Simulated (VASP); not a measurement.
# Ti: restarted molecular dynamics, 2 variants

Ti, P6_3/mmc (no. 194), 8 atoms in the cell. PBE, molecular dynamics; PAW potentials Ti (PBE set).

| Restart from | Temperature at the end (K) | The same without a restart (K) | Potential energy at the end (eV/atom) | The same without a restart (eV/atom) | Electronic steps in the first step after the restart | Time (s) |
|---|---|---|---|---|---|---|
| CONTCAR with velocities, WAVECAR read | 1250.0 | 1250.0 | -7.58138 | -7.58138 | 12 | 405 |
| CONTCAR with velocities, no WAVECAR | 1250.0 | 1250.0 | -7.58138 | -7.58138 | 27 | 448 |

Limits: 180 fs of 8 atoms are too short for converged averages; the cell is only 4.7 Å across, so each atom moves in step with near copies of itself.

## Input of the first row

INCAR.step1:
```
SYSTEM = Ti
GGA = PE
PREC = Normal
ENCUT = 200
EDIFF = 1E-6
NELMIN = 4
NELM = 60
ALGO = Fast
LREAL = Auto
LASPH = .True.
ISMEAR = -1
SIGMA = 0.069
ISYM = 0
LWAVE = .True.
LCHARG = .False.
IBRION = 0
NSW = 30
POTIM = 3.0
TEBEG = 1600
ISIF = 2
RANDOM_SEED = 190433 0 0
MDALGO = 2
SMASS = 0
KPAR = 2
```

INCAR.step2, as INCAR.step1 but for:
```
- LWAVE = .True.
+ LWAVE = .False.
```

KPOINTS:
```
k-points
0
Gamma
  2 3 3
```

POSCAR.step1:
```
Ti
1.0
    5.9000000000      0.0000000000      0.0000000000
    0.0000000000      5.1095498824      0.0000000000
    0.0000000000      0.0000000000      4.6800000000
Ti
8
Direct
    0.2500000000      0.1666666666      0.7500000000
    0.7500000000      0.1666666666      0.7500000000
    0.0000000001      0.6666666666      0.7500000000
    0.5000000000      0.6666666666      0.7500000000
    0.0000000000      0.3333333334      0.2500000000
    0.5000000000      0.3333333334      0.2500000000
    0.2500000000      0.8333333333      0.2500000000
    0.7500000000      0.8333333333      0.2500000000
```

Commands (each step's output is kept before the next begins):
```
cat potpaw_PBE.64/Ti/POTCAR > POTCAR
cp INCAR.step1 INCAR
cp POSCAR.step1 POSCAR
mpirun -np 2 vasp_std > vasp.out
cp CONTCAR POSCAR
cp INCAR.step2 INCAR
mpirun -np 2 vasp_std > vasp.out
```

Changes of the last row against the first:
```
(step 1)
- LWAVE = True
+ LWAVE = False
```

VASP 6.6.1 took 405 s on 2 cores (Intel Xeon Platinum 8488C (Sapphire Rapids)), a shared host.
